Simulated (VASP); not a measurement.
# BaTiO3 (Pm-3m) in VASP: further runs

Runs on BaTiO3. Level: LDA. Tasks: single point.

All numbers are computed with VASP 6.6.1; they aren't measurements. Logs are shortened: lines on timing, memory, paths and dates and some standing lists are left out, and cuts for length are marked.

## 1. The crystal as given

It takes space group Pm-3m (No. 221, cubic). The conventional cell has a = 4.006 Å, b = 4.006 Å, c = 4.006 Å, α = 90.00°, β = 90.00°, γ = 90.00°. Ba (site symmetry m-3m) is surrounded by 12 O at 2.83 Å. Ti (site symmetry m-3m) has 6 O at 2.00 Å as nearest neighbours. O (site symmetry 4/mmm) is surrounded by 2 Ti at 2.00 Å.

## 2. Single point, LDA

File INCAR:

```
PREC = Accurate
ENCUT = 460
EDIFF = 1E-7
ISMEAR = -5
SIGMA = 0.05
LREAL = False
LASPH = True
NELM = 100
ALGO = Normal
ISIF = 2
LWAVE = False
LCHARG = False
GGA = CA
ADDGRID = False
```

File KPOINTS:

```
Automatic mesh
0
Gamma
  7 7 7
```

File POSCAR:

```
BaTiO3
1.0
    4.0060000000      0.0000000000      0.0000000000
    0.0000000000      4.0060000000      0.0000000000
    0.0000000000      0.0000000000      4.0060000000
Ba Ti O
1 1 3
Direct
    0.4701120000      0.5031600000      0.5056990000
   -0.0202070000      0.0016430000     -0.0204470000
   -0.0270160000     -0.0188640000      0.5097340000
   -0.0003670000      0.4971430000     -0.0056670000
    0.4958670000     -0.0087980000      0.0064420000
```

Potentials or basis: VASP PAW LDA potentials, release 64 (Ba_sv, Ti_sv, O).

The run is started by

```bash
$ cat potpaw_LDA.64/Ba_sv/POTCAR potpaw_LDA.64/Ti_sv/POTCAR potpaw_LDA.64/O/POTCAR > POTCAR
$ mpirun -np 1 vasp_std > vasp.out
```

OUTCAR:

```text
PREC = Accurate
   ENCUT = 460
   EDIFF = 1E-7
   ISMEAR = -5
   LREAL = False
   LASPH = True
   NELM = 100
   ISIF = 2
   GGA = CA

 Found    172 irreducible k-points:

 Following reciprocal coordinates:
            Coordinates               Weight
  0.000000  0.000000  0.000000      1.000000
  0.142857  0.000000  0.000000      2.000000
  0.000000  0.142857  0.000000      2.000000
  0.000000  0.000000  0.142857      2.000000
  0.285714  0.000000  0.000000      2.000000
  0.000000  0.285714  0.000000      2.000000
   k-points           NKPTS =    172   k-points in BZ     NKDIM =    172   number of bands    NBANDS=     24
   number of dos      NEDOS =    301   number of ions     NIONS =      5
   total plane-waves  NPLWV =  21952
   dimension x,y,z NGX =    28 NGY =   28 NGZ =   28
   dimension x,y,z NGXF=    56 NGYF=   56 NGZF=   56
   ions per type =               1   1   3
   NGX,Y,Z   is equivalent  to a cutoff of  11.62, 11.62, 11.62 a.u.
   NGXF,Y,Z  is equivalent  to a cutoff of  23.24, 23.24, 23.24 a.u.
 SYSTEM =  unknown system
   PREC   = accura    normal or accurate (medium, high low for compatibility)
   ISTART =      0    job   : 0-new  1-cont  2-samecut
   ICHARG =      2    charge: 1-file 2-atom 10-const
   ISPIN  =      1    spin polarized calculation?
   LNONCOLLINEAR =      F non collinear calculations
   LSORBIT =      F    spin-orbit coupling
   LASPH  =      T    aspherical Exc in radial PAW
   ENCUT  =  460.0 eV  33.81 Ry    5.81 a.u.   7.01  7.01  7.01*2*pi/ulx,y,z
   NELM   =    100;   NELMIN=  2; NELMDL= -5     # of ELM steps
   EDIFF  = 0.1E-06   stopping-criterion for ELM
   LREAL  =      F    real-space projection
   EDIFFG = 0.1E-05   stopping-criterion for IOM
   NSW    =      0    number of steps for IOM
   IBRION =     -1    ionic relax: 0-MD 1-quasi-New 2-CG
   NFREE  =      0    steps in history (QN), initial steepest desc. (CG)
   ISIF   =      2    stress and relaxation
   ISYM   =      2    0-nonsym 1-usesym 2-fastsym
   POTIM  = 0.5000    time-step for ionic-motion
   TEBEG  =    0.0;   TEEND  =   0.0 temperature during run
   PSTRESS=    0.0 pullay stress
   NELECT =      40.0000    total number of electrons
   NUPDOWN=      -1.0000    fix difference up-down
   EMIN   =  10.00;   EMAX   =-10.00  energy-range for DOS
   EFERMI =   0.00;   METHOD = LEGACY
   ISMEAR =    -5;   SIGMA  =   0.05  broadening in eV -4-tet -1-fermi 0-gaus
   EFERMI_NEDOS =   21; number of points for ismear=-14 and -15
   IALGO  =     38    algorithm
   IMIX   =      4    mixing-type and parameters
     AMIX     =   0.40;   BMIX     =  1.00
     AMIX_MAG =   1.60;   BMIX_MAG =  1.00
  volume/ion in A,a.u.               =      12.86        86.77
  Fermi-wavevector in a.u.,A,eV,Ry     =   1.397603  2.641087 26.576187  1.953295
  Thomas-Fermi vector in A             =   2.520843
   LORBIT       =      0    0 simple, 1 ext, 2 COOP (PROOUT), +10 PAW based schemes
   GGA     = CA    functional components
   LHFCALC =     F    Hartree Fock is set to
   AEXX    =    0.0000 exact exchange contribution
   IVDW    =     0    specifies the selected vdW correction
   LEPSILON=     F    determine dielectric tensor
   LRPA    =     F    only Hartree local field effects (RPA)
 non-spin polarized calculation
 Fermi weights with tetrahedron method with Bloechl corrections
  energy-cutoff  :      460.00
  volume of cell :       64.29
 maximum number of plane-waves:      1451
   NGX = 15   NGY = 15   NGZ = 15

 number of electron      39.9999994 magnetization

 Free energy of the ion-electron system (eV)
  ---------------------------------------------------
  ext. energy  EPLUGINS =         0.00000000
  ---------------------------------------------------
  free energy    TOTEN  =       -44.07165947 eV

  energy without entropy =      -44.07165947  energy(sigma->0) =      -44.07165947

 E-fermi :   3.5137     XC(G=0): -11.7159

 val. band max:        3.4266566363   @ k =  -0.4286  -0.4286   0.4286
 cond. band min:       5.3255730457   @ k =   0.0000   0.0000   0.0000
 fundamental gap:      1.8989164093
 Fermi energy:         3.5136712542

 k-point     1 :       0.0000    0.0000    0.0000
  band No.  band energies     occupation
      1     -52.2960      2.00000
      2     -28.9485      2.00000
      3     -28.9191      2.00000
      4     -28.9107      2.00000
      5     -21.1676      2.00000
      6     -13.0777      2.00000
      7     -12.4010      2.00000
      8     -12.3394      2.00000
      9      -6.3888      2.00000
     10      -6.3819      2.00000
     11      -6.3801      2.00000
     12       1.1699      2.00000
     13       1.1907      2.00000
     14       1.1931      2.00000
     15       2.2413      2.00000
     16       2.2658      2.00000
     17       2.3738      2.00000
     18       3.1669      2.00000
     19       3.1841      2.00000
     20       3.2288      2.00000
     21       5.3256      0.00000
     22       5.4610      0.00000
     23       5.4945      0.00000
     24       7.5710      0.00000

 k-point     2 :       0.1429    0.0000    0.0000
  band No.  band energies     occupation
      1     -52.2958      2.00000
      2     -28.9481      2.00000
      3     -28.9292      2.00000
      4     -28.9103      2.00000
      5     -21.1449      2.00000
      6     -13.0991      2.00000
      7     -12.3928      2.00000
      8     -12.3196      2.00000
      9      -6.3625      2.00000
     10      -6.3512      2.00000
     11      -6.2873      2.00000
     12       0.8463      2.00000
     13       1.1186      2.00000
     14       1.1265      2.00000
     15       2.0003      2.00000
     16       2.0609      2.00000
     17       2.2145      2.00000
     18       2.7585      2.00000
     19       3.0564      2.00000
     20       3.1561      2.00000
     21       5.4370      0.00000
     22       5.7314      0.00000
     23       5.7711      0.00000
     24       7.6256      0.00000

 k-point     3 :       0.0000    0.1429    0.0000
  band No.  band energies     occupation
      1     -52.2958      2.00000
      2     -28.9481      2.00000
      3     -28.9210      2.00000
      4     -28.9185      2.00000
      5     -21.1451      2.00000
      6     -13.0985      2.00000
      7     -12.3869      2.00000
      8     -12.3245      2.00000
      9      -6.3551      2.00000
     10      -6.3492      2.00000
     11      -6.2977      2.00000
     12       0.8611      2.00000
     13       1.1095      2.00000
     14       1.1269      2.00000
     15       1.9402      2.00000
     16       2.0819      2.00000
     17       2.2548      2.00000
     18       2.7283      2.00000
     19       3.0587      2.00000
     20       3.1625      2.00000
     21       5.4789      0.00000
     22       5.6883      0.00000
     23       5.7744      0.00000
     24       7.6523      0.00000

 k-point     4 :       0.0000    0.0000    0.1429
  band No.  band energies     occupation
      1     -52.2958      2.00000
      2     -28.9587      2.00000
      3     -28.9186      2.00000
      4     -28.9103      2.00000
      5     -21.1449      2.00000
      6     -13.0821      2.00000
      7     -12.4007      2.00000
      8     -12.3295      2.00000
      9      -6.3597      2.00000
     10      -6.3542      2.00000
     11      -6.2874      2.00000
     12       0.8257      2.00000
     13       1.1230      2.00000
     14       1.1343      2.00000
     15       1.9702      2.00000
     16       2.0581      2.00000
     17       2.2529      2.00000
     18       2.7954      2.00000
     19       3.0788      2.00000
     20       3.0995      2.00000
     21       5.3749      0.00000
     22       5.7626      0.00000
     23       5.8275      0.00000
     24       7.5734      0.00000

 k-point     5 :       0.2857    0.0000    0.0000
  band No.  band energies     occupation
      1     -52.2953      2.00000
      2     -28.9520      2.00000
      3     -28.9470      2.00000
      4     -28.9094      2.00000
      5     -21.0932      2.00000
      6     -13.2084      2.00000
      7     -12.3660      2.00000
      8     -12.2075      2.00000
      9      -6.2892      2.00000
     10      -6.2788      2.00000
     11      -6.0953      2.00000
     12       0.1356      2.00000
     13       0.9006      2.00000
     14       0.9333      2.00000
     15       1.5945      2.00000
     16       1.7731      2.00000
     17       1.9185      2.00000
     18       2.0978      2.00000
     19       2.8289      2.00000
     20       2.8925      2.00000
     21       5.5118      0.00000
     22       6.4054      0.00000
     23       6.4663      0.00000
     24       7.6266      0.00000

 k-point     6 :       0.0000    0.2857    0.0000
  band No.  band energies     occupation
      1     -52.2953      2.00000
      2     -28.9476      2.00000
      3     -28.9433      2.00000
      4     -28.9177      2.00000
      5     -21.0936      2.00000
      6     -13.2056      2.00000
      7     -12.3613      2.00000
      8     -12.2104      2.00000
      9      -6.2802      2.00000
     10      -6.2759      2.00000
     11      -6.1106      2.00000
     12       0.1481      2.00000
     13       0.9117      2.00000
     14       0.9209      2.00000
     15       1.5012      2.00000
     16       1.7808      2.00000
     17       1.9847      2.00000
     18       2.1046      2.00000
     19       2.7776      2.00000
     20       2.9112      2.00000
     21       5.5444      0.00000
     22       6.3902      0.00000
     23       6.4518      0.00000
     24       7.6503      0.00000

 [... further k-points ...]
[... 5 lines left out ...]
  --------------------------------------------------------------------------------------
  -------------------------------------------------------------------------------------
  Total       -2.7733189     -3.0236036     -2.1738916     -0.0901673     -0.1150370     -0.1453556
  in kB      -69.1158339    -75.3533572    -54.1770838     -2.2471220     -2.8669186     -3.6225100
  external PRESSURE =     -66.2154249 kB  Pullay stress =       0.0000000 kB

 VOLUME and BASIS-vectors are now :
 -----------------------------------------------------------------------------
  energy-cutoff  :      460.00
  volume of cell :       64.29
      direct lattice vectors                 reciprocal lattice vectors
     4.006000000  0.000000000  0.000000000     0.249625562  0.000000000  0.000000000
     0.000000000  4.006000000  0.000000000     0.000000000  0.249625562  0.000000000
     0.000000000  0.000000000  4.006000000     0.000000000  0.000000000  0.249625562

 POSITION                                       TOTAL-FORCE (eV/Angst)
 -----------------------------------------------------------------------------------
      1.88327      2.01566      2.02583         0.356528     -0.144244     -0.372531
      3.92505      0.00658      3.92409        -0.414327      0.007025      0.044463
      3.89777      3.93043      2.04199         0.350063      0.386392      0.153422
      4.00453      1.99155      3.98330        -0.164163     -0.445477      0.205811
      1.98644      3.97076      0.02581        -0.128101      0.196304     -0.031165
 -----------------------------------------------------------------------------------
    total drift:                                0.000043      0.000281      0.000395

  FREE ENERGIE OF THE ION-ELECTRON SYSTEM (eV)
  ---------------------------------------------------
  free  energy   TOTEN  =       -44.0716594704 eV

  energy  without entropy=      -44.0716594704  energy(sigma->0) =      -44.07165947
```

It took 2.9 min on 1 thread of AMD EPYC 7R13 (Zen 3), shared host; peak memory 0.29 GiB.

The run converged, but some of its settings lie outside the range that counts as converged, so its numbers aren't taken as properties of the crystal.

What came out:

```
Free energy            : -44.0717 eV
Pressure               : -6.6 GPa
Largest force          : 0.543 eV/Å
Band gap on the k mesh : 1.90 eV, indirect (least direct gap 2.10 eV)
```

Caveat: the cutoff is under 1.25 times the usual one of these potentials, so pressure, stress and relaxed cells hold a basis-set (Pulay) error; spin-orbit coupling is left out, which moves the levels of the heavy elements; an odd mesh through Γ misses points on the zone boundary, where band edges often lie.

## 3. Single point, LDA

INCAR: that of step 2 with these lines changed.

```diff
@@ -1,5 +1,5 @@
-PREC = Accurate
-ENCUT = 460
+PREC = Low
+ENCUT = 520
 EDIFF = 1E-7
-ISMEAR = -5
+ISMEAR = 0
 SIGMA = 0.05
```

KPOINTS is that of step 2.

File POSCAR:

```
BaTiO3
1.0
    4.0060000000      0.0000000000      0.0000000000
    0.0000000000      4.0060000000      0.0000000000
    0.0000000000      0.0000000000      4.0060000000
Ba Ti O
1 1 3
Direct
    0.5000000000      0.5000000000      0.5000000000
    0.0000000000      0.0000000000      0.0000000000
    0.0000000000      0.0000000000      0.5000000000
    0.0000000000      0.5000000000      0.0000000000
    0.5000000000      0.0000000000      0.0000000000
```

Potentials or basis: VASP PAW LDA potentials, release 64 (Ba_sv, Ti_sv, O).

The run is started by

```bash
$ cat potpaw_LDA.64/Ba_sv/POTCAR potpaw_LDA.64/Ti_sv/POTCAR potpaw_LDA.64/O/POTCAR > POTCAR
$ mpirun -np 1 vasp_std > vasp.out
```

OUTCAR:

```text
PREC = Low
   ENCUT = 520
   EDIFF = 1E-7
   ISMEAR = 0
   LREAL = False
   LASPH = True
   NELM = 100
   ISIF = 2
   GGA = CA

 Found     20 irreducible k-points:

 Following reciprocal coordinates:
            Coordinates               Weight
  0.000000  0.000000  0.000000      1.000000
  0.142857  0.000000  0.000000      6.000000
  0.285714  0.000000  0.000000      6.000000
  0.428571  0.000000  0.000000      6.000000
  0.142857  0.142857  0.000000     12.000000
  0.285714  0.142857  0.000000     24.000000
   k-points           NKPTS =     20   k-points in BZ     NKDIM =     20   number of bands    NBANDS=     24
   number of dos      NEDOS =    301   number of ions     NIONS =      5
   total plane-waves  NPLWV =  13824
   dimension x,y,z NGX =    24 NGY =   24 NGZ =   24
   dimension x,y,z NGXF=    24 NGYF=   24 NGZF=   24
   ions per type =               1   1   3
   NGX,Y,Z   is equivalent  to a cutoff of   9.96,  9.96,  9.96 a.u.
   NGXF,Y,Z  is equivalent  to a cutoff of   9.96,  9.96,  9.96 a.u.
 SYSTEM =  unknown system
   PREC   = low       normal or accurate (medium, high low for compatibility)
   ISTART =      0    job   : 0-new  1-cont  2-samecut
   ICHARG =      2    charge: 1-file 2-atom 10-const
[... 51 lines left out ...]
  free energy    TOTEN  =       -44.10608874 eV

  energy without entropy =      -44.10608874  energy(sigma->0) =      -44.10608874

 E-fermi :   3.6714     XC(G=0): -11.7241

 val. band max:        3.4410050319   @ k =   0.4286   0.4286   0.4286
 cond. band min:       5.1545503509   @ k =   0.0000   0.0000   0.0000
 fundamental gap:      1.7135453190
 Fermi energy:         3.6714022577

 k-point     1 :       0.0000    0.0000    0.0000
  band No.  band energies     occupation
      1     -52.3942      2.00000
      2     -29.0071      2.00000
      3     -29.0071      2.00000
      4     -29.0071      2.00000
      5     -21.1599      2.00000
      6     -13.0713      2.00000
[... 151 lines left out ...]
     23       6.3957      0.00000
     24       7.7738      0.00000

 [... further k-points ...]
[... 5 lines left out ...]
  --------------------------------------------------------------------------------------
  -------------------------------------------------------------------------------------
  Total       -2.9234388     -2.9234388     -2.9234388      0.0000000     -0.0000000     -0.0000000
  in kB      -72.8570780    -72.8570780    -72.8570780      0.0000000     -0.0000000     -0.0000000
  external PRESSURE =     -72.8570780 kB  Pullay stress =       0.0000000 kB

 VOLUME and BASIS-vectors are now :
 -----------------------------------------------------------------------------
  energy-cutoff  :      520.00
  volume of cell :       64.29
      direct lattice vectors                 reciprocal lattice vectors
     4.006000000  0.000000000  0.000000000     0.249625562  0.000000000  0.000000000
     0.000000000  4.006000000  0.000000000     0.000000000  0.249625562  0.000000000
     0.000000000  0.000000000  4.006000000     0.000000000  0.000000000  0.249625562

 POSITION                                       TOTAL-FORCE (eV/Angst)
 -----------------------------------------------------------------------------------
      2.00300      2.00300      2.00300         0.000000      0.000000      0.000000
      0.00000      0.00000      0.00000         0.000000      0.000000      0.000000
      0.00000      0.00000      2.00300         0.000000      0.000000      0.000000
      0.00000      2.00300      0.00000         0.000000      0.000000      0.000000
      2.00300      0.00000      0.00000         0.000000      0.000000      0.000000
 -----------------------------------------------------------------------------------
    total drift:                                0.000000      0.000000     -0.000000

  FREE ENERGIE OF THE ION-ELECTRON SYSTEM (eV)
  ---------------------------------------------------
  free  energy   TOTEN  =       -44.1060887389 eV

  energy  without entropy=      -44.1060887389  energy(sigma->0) =      -44.10608874
```

stdout:

```text
POSCAR found type information on POSCAR BaTiO
 POSCAR found :  3 types and       5 ions
 scaLAPACK will be used
 LDA part: xc-table for (Slater(with rela. corr.)+CA(PZ))
 , standard interpolation
 POSCAR, INCAR and KPOINTS ok, starting setup
 FFT: planning ... GRIDC
 FFT: planning ... GRID_SOFT
 FFT: planning ... GRID
 WAVECAR not read
 entering main loop
 the old and the new charge density differ
 old charge density:    40.00000 new   40.00048
    0.224E+01
```

Run time: 18 s. Hardware: 1 thread of AMD EPYC 7R13 (Zen 3), shared host; peak memory 0.1 GiB.

The run converged, but some of its settings lie outside the range that counts as converged, so its numbers aren't taken as properties of the crystal.

Results:

| Property | Result |
| --- | --- |
| Free energy | -44.1061 eV |
| Pressure | -7.3 GPa |
| Band gap on the k mesh | 1.71 eV, indirect (least direct gap 1.80 eV) |

Caveat: spin-orbit coupling is left out, which moves the levels of the heavy elements; an odd mesh through Γ misses points on the zone boundary, where band edges often lie.

## 4. Single point, LDA

INCAR is that of step 3.

KPOINTS is that of step 3.

File POSCAR:

```
BaTiO3
1.0
    4.0060000000      0.0000000000      0.0000000000
    0.0000000000      4.0060000000      0.0000000000
    0.0000000000      0.0000000000      4.0060000000
Ba Ti O
1 1 3
Direct
    0.4701120000      0.5031600000      0.5056990000
   -0.0202070000      0.0016430000     -0.0204470000
   -0.0270160000     -0.0188640000      0.5097340000
   -0.0003670000      0.4971430000     -0.0056670000
    0.4958670000     -0.0087980000      0.0064420000
```

The run is started by

```bash
$ cat potpaw_LDA.64/Ba_sv/POTCAR potpaw_LDA.64/Ti_sv/POTCAR potpaw_LDA.64/O/POTCAR > POTCAR
$ mpirun -np 1 vasp_std > vasp.out
```

Run time: 2.2 min. Hardware: 1 thread of AMD EPYC 7R13 (Zen 3), shared host; peak memory 0.3 GiB.

These settings aren't checked as converged: the numbers below hold their error.

What came out:

| Item | Value |
| --- | --- |
| Free energy | -44.0676 eV |
| Pressure | -5.8 GPa |
| Largest force | 0.534 eV/Å |
| Band gap on the k mesh | 1.90 eV, indirect (least direct gap 2.10 eV) |

Caveat: spin-orbit coupling is left out, which moves the levels of the heavy elements; an odd mesh through Γ misses points on the zone boundary, where band edges often lie.

## 5. For comparison

An earlier run on the cell as given: functional PBEsol; potentials or basis VASP PAW PBE potentials, release 64 (Ba_sv, Ti_sv, O); cutoff 520 eV; k mesh 7 × 7 × 7; occupations fermi-dirac, width 0.05 eV; no spin polarisation.

- Pressure: -2.8 GPa
- Band gap on the k mesh: 1.76 eV, indirect (least direct gap 1.84 eV)
